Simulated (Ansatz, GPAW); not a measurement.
# Work function of Ta2NOS MXene under honeycomb BP, AB at several levels, part 2 of 3

Aim: the work function of both faces of Ta2NOS MXene under honeycomb BP, AB, and its spread over functionals and bases.

GPAW 26.7.0 and Ansatz 0.2.0; Ansatz plane waves; layer without images along its normal, relaxation of atoms and in-plane cell, with D3(BJ) dispersion (the session's first sound run).

So far. Step 2 (Relaxing the atoms): The relaxation lowered the energy of the cell by 0.659 eV.

## 3. The slab's potential

The work function is the vacuum plateau of the electrostatic potential less the Fermi level; a dipole layer lets the two faces have plateaus of their own.

This step: GPAW, PAW setups; slab in vacuum (GPAW 26.7.0).

The cell differs from the one that the last finished run ended in (c 40.966 → 24.213 Å).

The input, run.py:

```python
import json
import numpy as np
from ase import Atoms
from gpaw import GPAW, PW

slab = Atoms(
    ['S', 'Ta', 'N', 'Ta', 'O', 'P', 'B'],
    positions=[
        [0.00000, 1.84484, 8.00000],
        [1.59768, 0.92242, 9.62028],
        [-0.00000, 0.00000, 10.85666],
        [0.00000, 1.84484, 11.96570],
        [1.59768, 0.92242, 13.01114],
        [-0.00000, 0.00000, 16.21329],
        [1.59768, 0.92242, 16.21178]],
    cell=[[3.19536, -0.0, 0.0], [-1.59768, 2.76726, -0.0], [0.0, -0.0, 24.2133]],
    pbc=[True, True, False],
    magmoms=[0.0, 1.0, 0.0, 1.0, 0.0, 0.0, 0.0])

slab.calc = GPAW(mode=PW(500), xc='PBE', kpts={'size': (12, 12, 1), 'gamma': True},
                 occupations={'name': 'fermi-dirac', 'width': 0.05}, nbands='140%',
                 convergence={'density': 1e-05}, maxiter=200,
                 poissonsolver={'dipolelayer': 'xy'},
                 symmetry={'tolerance': 1e-3}, txt='slab.txt')
result = {}
energy = slab.get_potential_energy()
fermi = slab.calc.get_fermi_level()
v = slab.calc.get_electrostatic_potential().mean((0, 1)) - fermi
n = slab.calc.get_pseudo_density().mean((0, 1))
L = slab.cell[2, 2]
z = np.arange(len(v)) * L / len(v)
low, high = slab.positions[:, 2].min(), slab.positions[:, 2].max()
below, above = np.interp([low - 5.8, high + 5.8], z, v)
slopes = [np.interp(x, z, np.gradient(v, z)) for x in (low - 5.8, high + 5.8)]
eps = np.array([[slab.calc.get_eigenvalues(k, s) for k in range(len(slab.calc.get_ibz_k_points()))]
                for s in range(slab.calc.get_number_of_spins())]) - fermi
top, bottom = eps[eps < 0].max(), eps[eps > 0].min()
dipole = slab.get_dipole_moment()[2]
print(f'energy {energy:.4f} eV, Fermi level {fermi:.4f} eV, dipole {dipole:.5f} e A')
print(f'potential 5.8 A off the faces, from the Fermi level: lower {below:.4f} eV, upper {above:.4f} eV')
print(f'slope of the potential there: lower {slopes[0]:.5f}, upper {slopes[1]:.5f} eV/A')
print(f'nearest levels on the mesh: {top:.4f} and {bottom:.4f} eV')
print('magnetic moment', round(slab.get_magnetic_moment(), 3))
result.update(energy=energy, fermi=fermi, dipole=dipole, below=below, above=above, slopes=slopes, edges=[top, bottom],
              z=z.tolist(), v=v.tolist(), n=n.tolist(), positions=slab.positions.tolist(),
              forces=slab.get_forces(apply_constraint=False).tolist(), moments=slab.get_magnetic_moments().tolist())
json.dump(result, open('result.json', 'w'))
```

Started as:

```console
$ OMP_NUM_THREADS=1 OPENBLAS_NUM_THREADS=2 python run.py
```

The log of the run:

```text
energy -55.5550 eV, Fermi level 1.3620 eV, dipole 0.00226 e A
potential 5.8 A off the faces, from the Fermi level: lower 5.0528 eV, upper 5.0104 eV
slope of the potential there: lower -0.00012, upper 0.00041 eV/A
nearest levels on the mesh: -0.0363 and 0.0757 eV
magnetic moment 0.0
```

The job ended after 3.9 min (2 threads of Intel Xeon 6975P-C (Granite Rapids), shared host; peak memory 0.43 GiB).

Numbers from this step:

| Property | Result |
| --- | --- |
| dipole along the normal | 0.002257 e·Å |
| levels nearest the Fermi level on the mesh | -0.03626, 0.07572 eV from the Fermi level |
| upper work function | 5.010 eV |
| lower work function | 5.053 eV |
| sum of the site moments | 0 μB |

The electrostatic potential energy of an electron (without an applied field's), less the Fermi level, planar mean oscillates, so the rows of the table below give means over windows of 1 Å about each position, cut where the curve ends. Its maxima inside the range that stand out by 2 % of the span (Å: eV): 8.7: -6.41, 10.5: -9.58, 11.2: -12.1, 12.7: -12.0, 14.3: 4.48. Its minima: 8.0: -18.9, 9.6: -23.8, 10.8: -15.3, 12.0: -24.4, 12.9: -12.7, 16.2: -26.3.

Electrostatic potential energy of an electron (without an applied field's), less the Fermi level, planar mean against z; means over each step:

| z (Å) | electrostatic potential energy of an electron (without an applied field's), less the Fermi level, planar mean (eV) |
| --- | --- |
| 0 | 5.04 |
| 1 | 5.05 |
| 2 | 5.05 |
| 3 | 5.05 |
| 4 | 5.05 |
| 5 | 5.05 |
| 6 | 4.92 |
| 7 | 1.96 |
| 8 | -13.3 |
| 9 | -12.1 |
| 10 | -16.9 |
| 11 | -13.2 |
| 12 | -20.6 |
| 13 | -9.25 |
| 14 | 3.61 |
| 15 | 2.23 |
| 16 | -17.5 |
| 17 | -3.65 |
| 18 | 4.51 |
| 19 | 4.99 |
| 20 | 5.01 |
| 21 | 5.01 |
| 22 | 5.01 |
| 23 | 5.01 |
| 24 | 5.01 |

The pseudo valence density, planar mean oscillates, so the rows of the table below give means over windows of 1 Å about each position, cut where the curve ends. Its maxima inside the range that stand out by 2 % of the span (Å: e/Å³): 8.3: 0.507, 9.7: 1.31, 11.0: 0.765, 12.0: 1.34, 13.0: 0.900, 16.5: 0.518. Its minima: 8.7: 0.469, 10.3: 0.621, 11.2: 0.726, 12.6: 0.778, 14.3: 0.0281.

Pseudo valence density, planar mean against z; means over each step:

z (Å), pseudo valence density, planar mean (e/Å³) and a bar:
```
        4       0.00 
        5       0.00 
        6       0.01 
        7       0.15 ####
        8       0.43 ############
        9       0.68 ###################
       10       0.93 ##########################
       11       0.75 #####################
       12       1.08 ##############################
       13       0.74 #####################
       14       0.11 ###
       15       0.12 ###
       16       0.47 #############
       17       0.28 ########
       18       0.03 #
       19       0.00 
       20       0.00
```

Force by atom:

| atom | x (eV/Å) | y (eV/Å) | z (eV/Å) | size |
| --- | --- | --- | --- | --- |
| S1 | 0.000 | 0.000 | -0.177 | 0.177 |
| Ta2 | 0.000 | 0.000 | -0.096 | 0.096 |
| N3 | 0.000 | 0.000 | -0.060 | 0.060 |
| Ta4 | 0.000 | 0.000 | 0.057 | 0.057 |
| O5 | 0.000 | 0.000 | 0.005 | 0.005 |
| P6 | 0.000 | 0.000 | 0.108 | 0.108 |
| B7 | 0.000 | 0.000 | 0.051 | 0.051 |

The potential is flat to 4.1e-4 eV/Å where it is read, so the vacuum is wide enough. The geometry is the other program's minimum (found with a dispersion term); here the largest force on a free atom is 0.18 eV/Å.

## 4. Self-consistent run: xc = "RPBE"

The same geometry under RPBE, to see how far the functional moves the levels against the vacuum.

run.py: that of step 3 with these lines changed.

```diff
@@ -19,3 +19,3 @@
 
-slab.calc = GPAW(mode=PW(500), xc='PBE', kpts={'size': (12, 12, 1), 'gamma': True},
+slab.calc = GPAW(mode=PW(500), xc='RPBE', kpts={'size': (12, 12, 1), 'gamma': True},
                  occupations={'name': 'fermi-dirac', 'width': 0.05}, nbands='140%',
```

The log of the run:

```text
energy -52.6490 eV, Fermi level 1.4743 eV, dipole 0.00261 e A
potential 5.8 A off the faces, from the Fermi level: lower 4.9528 eV, upper 4.9032 eV
slope of the potential there: lower -0.00012, upper 0.00041 eV/A
nearest levels on the mesh: -0.0351 and 0.0750 eV
magnetic moment -0.0
```

The job ended after 3.7 min (2 threads; peak memory 0.43 GiB).

Numbers from this step:

```yaml
dipole_along_the_normal: 0.002614 e·Å
levels_nearest_the_fermi_level_on_the_mesh: -0.03507, 0.07497 eV from the Fermi level
upper_work_function: 4.903 eV
lower_work_function: 4.953 eV
```

The electrostatic potential energy of an electron (without an applied field's), less the Fermi level, planar mean oscillates, so the rows of the table below give means over windows of 1 Å about each position, cut where the curve ends. Its maxima inside the range that stand out by 2 % of the span (Å: eV): 8.7: -6.51, 10.5: -9.69, 11.2: -12.2, 12.7: -12.2, 14.3: 4.27. Its minima: 8.0: -19.0, 9.6: -23.9, 10.8: -15.4, 12.0: -24.5, 12.9: -12.9, 16.2: -26.5.

Electrostatic potential energy of an electron (without an applied field's), less the Fermi level, planar mean against z; means over each step:

| z (Å) | electrostatic potential energy of an electron (without an applied field's), less the Fermi level, planar mean (eV) |
| --- | --- |
| 0 | 4.94 |
| 1 | 4.95 |
| 2 | 4.95 |
| 3 | 4.95 |
| 4 | 4.95 |
| 5 | 4.95 |
| 6 | 4.82 |
| 7 | 1.86 |
| 8 | -13.4 |
| 9 | -12.2 |
| 10 | -17.0 |
| 11 | -13.4 |
| 12 | -20.7 |
| 13 | -9.40 |
| 14 | 3.41 |
| 15 | 2.08 |
| 16 | -17.6 |
| 17 | -3.74 |
| 18 | 4.40 |
| 19 | 4.88 |
| 20 | 4.90 |
| 21 | 4.90 |
| 22 | 4.90 |
| 23 | 4.90 |
| 24 | 4.91 |

The pseudo valence density, planar mean oscillates, so the rows of the table below give means over windows of 1 Å about each position, cut where the curve ends. Its maxima inside the range that stand out by 2 % of the span (Å: e/Å³): 8.3: 0.507, 9.7: 1.31, 11.0: 0.764, 12.0: 1.34, 13.0: 0.900, 16.5: 0.517. Its minima: 8.7: 0.470, 10.3: 0.621, 11.2: 0.726, 12.6: 0.778, 14.3: 0.0270.

The pseudo valence density, planar mean by z; means over each step:

z (Å), pseudo valence density, planar mean (e/Å³) and a bar:
```
        4       0.00 
        5       0.00 
        6       0.01 
        7       0.15 ####
        8       0.43 ############
        9       0.68 ###################
       10       0.93 ##########################
       11       0.75 #####################
       12       1.08 ##############################
       13       0.74 #####################
       14       0.10 ###
       15       0.12 ###
       16       0.47 #############
       17       0.28 ########
       18       0.03 #
       19       0.00 
       20       0.00
```

Force by atom:

| atom | x (eV/Å) | y (eV/Å) | z (eV/Å) | size |
| --- | --- | --- | --- | --- |
| S1 | 0.000 | 0.000 | -0.396 | 0.396 |
| Ta2 | 0.000 | 0.000 | -0.179 | 0.179 |
| N3 | 0.000 | 0.000 | -0.086 | 0.086 |
| Ta4 | 0.000 | 0.000 | 0.032 | 0.032 |
| O5 | 0.000 | 0.000 | 0.235 | 0.235 |
| P6 | 0.000 | 0.000 | 0.174 | 0.174 |
| B7 | 0.000 | 0.000 | 0.083 | 0.083 |

The upper face's work function is 4.903 eV, against 5.010 eV in the first plane-wave PBE run at this geometry.

## 5. Self-consistent run: xc = "LDA"

The same geometry under LDA, to see how far the functional moves the levels against the vacuum.

run.py: that of step 4 with these lines changed.

```diff
@@ -19,3 +19,3 @@
 
-slab.calc = GPAW(mode=PW(500), xc='RPBE', kpts={'size': (12, 12, 1), 'gamma': True},
+slab.calc = GPAW(mode=PW(500), xc='LDA', kpts={'size': (12, 12, 1), 'gamma': True},
                  occupations={'name': 'fermi-dirac', 'width': 0.05}, nbands='140%',
```

The log of the run:

```text
energy -61.7120 eV, Fermi level 1.0703 eV, dipole 0.00272 e A
potential 5.8 A off the faces, from the Fermi level: lower 5.3156 eV, upper 5.2638 eV
slope of the potential there: lower -0.00015, upper 0.00040 eV/A
nearest levels on the mesh: -0.0414 and 0.0794 eV
magnetic moment 0.0
```

Run time: 3.6 min. Hardware: 2 threads; peak memory 0.41 GiB.

This step gave:

```yaml
dipole_along_the_normal: 0.002717 e·Å
levels_nearest_the_fermi_level_on_the_mesh: -0.04138, 0.07938 eV from the Fermi level
upper_work_function: 5.264 eV
lower_work_function: 5.316 eV
```

The electrostatic potential energy of an electron (without an applied field's), less the Fermi level, planar mean oscillates, so the rows of the table below give means over windows of 1 Å about each position, cut where the curve ends. Its maxima inside the range that stand out by 2 % of the span (Å: eV): 8.7: -6.08, 10.5: -9.20, 11.2: -11.7, 12.7: -11.6, 14.3: 4.90. Its minima: 8.0: -18.7, 9.6: -23.4, 10.8: -14.9, 12.0: -23.9, 12.9: -12.3, 16.2: -26.1.

Table of electrostatic potential energy of an electron (without an applied field's), less the Fermi level, planar mean by z; means over each step:

| z (Å) | electrostatic potential energy of an electron (without an applied field's), less the Fermi level, planar mean (eV) |
| --- | --- |
| 0 | 5.31 |
| 1 | 5.32 |
| 2 | 5.32 |
| 3 | 5.32 |
| 4 | 5.31 |
| 5 | 5.31 |
| 6 | 5.18 |
| 7 | 2.19 |
| 8 | -13.0 |
| 9 | -11.8 |
| 10 | -16.5 |
| 11 | -12.9 |
| 12 | -20.2 |
| 13 | -8.85 |
| 14 | 4.04 |
| 15 | 2.54 |
| 16 | -17.2 |
| 17 | -3.44 |
| 18 | 4.75 |
| 19 | 5.24 |
| 20 | 5.26 |
| 21 | 5.26 |
| 22 | 5.26 |
| 23 | 5.26 |
| 24 | 5.27 |

The upper face's work function is 5.264 eV, against 5.010 eV in the first plane-wave PBE run at this geometry.

## 6. OptPBE vdW: xc = "optPBE-vdW"

The same geometry under optPBE-vdW, to see how far the functional moves the levels against the vacuum (the van der Waals functionals take revPBE setups).

run.py: that of step 5 with these lines changed.

```diff
@@ -19,3 +19,3 @@
 
-slab.calc = GPAW(mode=PW(500), xc='LDA', kpts={'size': (12, 12, 1), 'gamma': True},
+slab.calc = GPAW(mode=PW(500), xc='optPBE-vdW', kpts={'size': (12, 12, 1), 'gamma': True},
                  occupations={'name': 'fermi-dirac', 'width': 0.05}, nbands='140%',
```

The log of the run:

```text
energy -105.8099 eV, Fermi level 1.2144 eV, dipole 0.00478 e A
potential 5.8 A off the faces, from the Fermi level: lower 5.2970 eV, upper 5.2029 eV
slope of the potential there: lower -0.00013, upper 0.00042 eV/A
nearest levels on the mesh: -0.0395 and 0.0784 eV
magnetic moment 0.0
```

Wall time 4.3 min (2 threads); peak memory 0.64 GiB.

Numbers from this step:

```yaml
dipole_along_the_normal: 0.004784 e·Å
levels_nearest_the_fermi_level_on_the_mesh: -0.03948, 0.07841 eV from the Fermi level
upper_work_function: 5.203 eV
lower_work_function: 5.297 eV
```

The upper face's work function is 5.203 eV, against 5.010 eV in the first plane-wave PBE run at this geometry.

## 7. Real-space grid: mode = "fd"

A real-space grid is a second complete basis, so it checks the plane-wave result.

run.py: that of step 6 with these lines changed.

```diff
@@ -3,3 +3,3 @@
 from ase import Atoms
-from gpaw import GPAW, PW
+from gpaw import GPAW
 
@@ -19,3 +19,3 @@
 
-slab.calc = GPAW(mode=PW(500), xc='optPBE-vdW', kpts={'size': (12, 12, 1), 'gamma': True},
+slab.calc = GPAW(mode='fd', h=0.18, xc='PBE', kpts={'size': (12, 12, 1), 'gamma': True},
                  occupations={'name': 'fermi-dirac', 'width': 0.05}, nbands='140%',
```

The log of the run:

```text
energy -56.7428 eV, Fermi level -5.0324 eV, dipole 0.00201 e A
potential 5.8 A off the faces, from the Fermi level: lower 5.0530 eV, upper 5.0119 eV
slope of the potential there: lower -0.00000, upper 0.00000 eV/A
nearest levels on the mesh: -0.0357 and 0.0731 eV
magnetic moment 0.0
```

Elapsed: 11 min, on 2 threads; peak memory 1.2 GiB.

This step gave:

- dipole along the normal: 0.002013 e·Å
- levels nearest the Fermi level on the mesh: -0.03573, 0.07314 eV from the Fermi level
- upper work function: 5.012 eV
- lower work function: 5.053 eV

Table of electrostatic potential energy of an electron (without an applied field's), less the Fermi level, planar mean by z:

| z (Å) | electrostatic potential energy of an electron (without an applied field's), less the Fermi level, planar mean (eV) |
| --- | --- |
| 0.0 | 5.03 |
| 0.5 | 5.05 |
| 1.0 | 5.05 |
| 1.5 | 5.05 |
| 2.0 | 5.05 |
| 2.5 | 5.05 |
| 3.0 | 5.05 |
| 3.5 | 5.05 |
| 4.0 | 5.05 |
| 4.5 | 5.05 |
| 5.0 | 5.05 |
| 5.5 | 5.03 |
| 6.0 | 4.97 |
| 6.5 | 4.63 |
| 7.0 | 2.93 |
| 7.5 | -4.66 |
| 8.0 | -18.9 |
| 8.5 | -7.99 |
| 9.0 | -10.1 |
| 9.5 | -22.9 |
| 10.0 | -17.1 |
| 10.5 | -9.76 |
| 11.0 | -14.1 |
| 11.5 | -15.9 |
| 12.0 | -24.3 |
| 12.5 | -14.2 |
| 13.0 | -12.4 |
| 13.5 | 0.437 |
| 14.0 | 4.16 |
| 14.5 | 4.41 |
| 15.0 | 3.00 |
| 15.5 | -3.18 |
| 16.0 | -21.3 |
| 16.5 | -18.1 |
| 17.0 | -1.62 |
| 17.5 | 3.45 |
| 18.0 | 4.67 |
| 18.5 | 4.94 |
| 19.0 | 5.00 |
| 19.5 | 5.01 |
| 20.0 | 5.01 |
| 20.5 | 5.01 |
| 21.0 | 5.01 |
| 21.5 | 5.01 |
| 22.0 | 5.01 |
| 22.5 | 5.01 |
| 23.0 | 5.01 |
| 23.5 | 5.01 |
| 24.0 | 5.01 |

The upper face's work function is 5.012 eV, against 5.010 eV in the first plane-wave PBE run at this geometry.

## 8. Atomic orbitals: mode = "lcao"

Atom-centred orbitals end a few angstrom from the surface, which tests how much the density's tail matters.

run.py: that of step 7 with these lines changed.

```diff
@@ -19,4 +19,4 @@
 
-slab.calc = GPAW(mode='fd', h=0.18, xc='PBE', kpts={'size': (12, 12, 1), 'gamma': True},
-                 occupations={'name': 'fermi-dirac', 'width': 0.05}, nbands='140%',
+slab.calc = GPAW(mode='lcao', basis='dzp', h=0.18, xc='PBE', kpts={'size': (12, 12, 1), 'gamma': True},
+                 occupations={'name': 'fermi-dirac', 'width': 0.05}, nbands='120%',
                  convergence={'density': 1e-05}, maxiter=200,
```

The log of the run:

```text
energy -54.2037 eV, Fermi level -5.0277 eV, dipole 0.00464 e A
potential 5.8 A off the faces, from the Fermi level: lower 5.0751 eV, upper 4.9802 eV
slope of the potential there: lower -0.00000, upper -0.00000 eV/A
nearest levels on the mesh: -0.0493 and 0.0973 eV
magnetic moment -0.0
```

It took 13 min on 2 threads; peak memory 0.46 GiB.

This step gave:

```yaml
dipole_along_the_normal: 0.004643 e·Å
levels_nearest_the_fermi_level_on_the_mesh: -0.04934, 0.09728 eV from the Fermi level
upper_work_function: 4.980 eV
lower_work_function: 5.075 eV
```

The upper face's work function is 4.980 eV, against 5.010 eV in the first plane-wave PBE run at this geometry.

## 9. The ladder

Times are for 2 threads of Intel Xeon 6975P-C (Granite Rapids), shared host. Results by setting:

| no. | run | upper work function (eV) | lower work function (eV) | time | memory (GiB) |
| --- | --- | --- | --- | --- | --- |
| 1 | pw | 5.010 | 5.053 | 3.9 min | 0.43 |
| 2 | RPBE | 4.903 | 4.953 | 3.7 min | 0.43 |
| 3 | LDA | 5.264 | 5.316 | 3.6 min | 0.41 |
| 4 | optPBE vdW | 5.203 | 5.297 | 4.3 min | 0.64 |
| 5 | fd | 5.012 | 5.053 | 11 min | 1.2 |
| 6 | lcao | 4.980 | 5.075 | 13 min | 0.46 |

[end of part 2 of 3]

[Logs are printed without paths, hosts, clocks, repeated set-up lines and the standing remarks that a program may print on its own settings, such as how far it seeks lower states.]

[Hosts, paths, dates, database ids (printed as entryN), source tags and the programs' standing remarks are cut or masked in the printed files.]
